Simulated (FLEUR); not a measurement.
Input of a FLEUR MaX-R8.1 (later development tree) run:

File inp.xml:

```xml
<?xml version="1.0" encoding="UTF-8" standalone="no"?>
<fleurInput fleurInputVersion="0.39">
   <comment>
      Pt                                                                                                  
   </comment>
   <calculationSetup>
      <cutoffs Kmax="4.17" Gmax="12.9" GmaxXC="12.9" numbands="0"/>
      <scfLoop itmax="60" minDistance="0.00001" maxIterBroyd="15" imix="Anderson" alpha="0.05" precondParam="0.0" spinf="2.0" sdNocoIR="T"/>
      <coreElectrons ctail="T" frcor="F" kcrel="0" coretail_lmax="0"/>
      <xcFunctional name="PBEs" relativisticCorrections="F"/>
      <magnetism jspins="1"/>
      <soc l_soc="F" theta="0.0" phi="0.0" spav="F"/>
      <expertModes spex="0" secvar="F"/>
      <geometryOptimization l_f="T" forcealpha="1.0" forcemix="BFGS" epsdisp="0.0005" epsforce="0.0002"/>
      <ldaU l_linMix="F" mixParam="0.05" spinf="1.0"/>
   </calculationSetup>
   <cell>
      <bzIntegration valenceElectrons="18.0" mode="hist" fermiSmearingEnergy="0.00183747">
         <kPointListSelection listName="default-1"/>
         <!-- k-points included here -->
         <xi:include xmlns:xi="http://www.w3.org/2001/XInclude" href="kpts.xml"> </xi:include>
      </bzIntegration>
      <!-- symmetry operations included here -->
      <xi:include xmlns:xi="http://www.w3.org/2001/XInclude" href="sym.xml"> </xi:include>
      <bulkLattice scale="1.0">
         <bravaisMatrix>
            <row-1>   -2.8684587482312054     3.0473099875678482     2.9718929076611866</row-1>
            <row-2>    2.9940348286631249    -3.0069605553553891     3.0571176661545216</row-2>
            <row-3>    2.8791451494658187     3.0176469565900019    -2.9315434754487275</row-3>
         </bravaisMatrix>
      </bulkLattice>
   </cell>
   <atomSpecies>
      <species name="Platinum (Pt)" element="Pt" atomicNumber="78">
         <mtSphere radius="2.35" gridPoints="781" logIncrement="0.017"/>
         <atomicCutoffs lmax="9" lnonsphr="9"/>
         <electronConfig flipSpins="F">
            <coreConfig>(1s1/2) (2s1/2) (2p1/2) (2p3/2) (3s1/2) (3p1/2) (3p3/2) (4s1/2) (3d3/2) (3d5/2) (4p1/2) (4p3/2) (4d3/2) (4d5/2) (4f5/2) (4f7/2)</coreConfig>
            <valenceConfig>(5s1/2) (5p1/2) (5p3/2) (6s1/2) (5d3/2) (5d5/2)</valenceConfig>
            <stateOccupation state="(6s1/2)" spinUp="0.500000" spinDown="0.500000"/>
            <stateOccupation state="(5d3/2)" spinUp="1.800000" spinDown="1.800000"/>
            <stateOccupation state="(5d5/2)" spinUp="2.700000" spinDown="2.700000"/>
         </electronConfig>
         <energyParameters s="6" p="6" d="5" f="5"/>
         <lo type="SCLO" l="0" n="5" eDeriv="0"/>
         <lo type="SCLO" l="1" n="5" eDeriv="0"/>
         <lo type="SCLO" l="1" n="5" eDeriv="1"/>
         <lo type="SCLO" l="2" n="5" eDeriv="2"/>
         <lo type="SCLO" l="3" n="5" eDeriv="2"/>
      </species>
   </atomSpecies>
   <atomGroups>
      <atomGroup species="Platinum (Pt)">
         <relPos label="                   1">.0000000000 .0000000000 .0000000000</relPos>
         <force calculate="T" relaxXYZ="TTT"/>
      </atomGroup>
   </atomGroups>
   <output dos="F" band="F" slice="F">
      <checks vchk="F" cdinf="F"/>
      <bandDOS minEnergy="-.5*Htr" maxEnergy="0.5*Htr" sigma="0.015" storeEVData="T"/>
      <vacuumDOS vacdos="F" integ="F" star="F" nstars="0" locx1="0.0" locy1="0.0" locx2="0.0" locy2="0.0" nstm="0" tworkf="0.0"/>
      <unfoldingBand unfoldBand="F" supercellX="1" supercellY="1" supercellZ="1"/>
      <plotting iplot="0" polar="F">
         <plot TwoD="T" vec1="  1.0  0.0  0.0" vec2="  0.0  1.0  0.0" vec3="  0.0  0.0  1.0" zero="  0.0  0.0  0.0" file="plot"/>
      </plotting>
      <chargeDensitySlicing numkpt="0" minEigenval="0.0" maxEigenval="0.0" nnne="0" pallst="F"/>
      <specialOutput eonly="F"/>
      <moessbauerParams electricFieldGradient="T" isomerShift="T" coreHyperfine="T" valenceHyperfine="T"/>
      <magneticCircularDichroism mcd="F" energyLo="-10.0" energyUp="0.0"/>
   </output>
  <!-- We include the file relax.xml here to enable relaxations (see documentation) -->
  <xi:include xmlns:xi="http://www.w3.org/2001/XInclude" href="relax.xml"> <xi:fallback/> </xi:include>
</fleurInput>
```

The input crystal.txt:

```
Pt
&input cartesian=F /
-1.5179230000  1.6125670000  1.5726580000
1.5843750000  -1.5912150000  1.6177570000
1.5235780000  1.5968700000  -1.5513060000
1.8897261246
1.0 1.0 1.0

1
78 -0.0123120000  -0.0088610000  -0.0124860000

&kpt div1=12 div2=12 div3=12 gamma=T /
```

Potentials or basis: all-electron, FLAPW.

Command:

```bash
$ inpgen -f crystal.txt -profile fastHighL
$ # inp.xml edited to the form shown
$ fleur_MPI
```

(1) Estimate the band gap on the k mesh.

## Answers

(1) none (metal or under the smearing width).
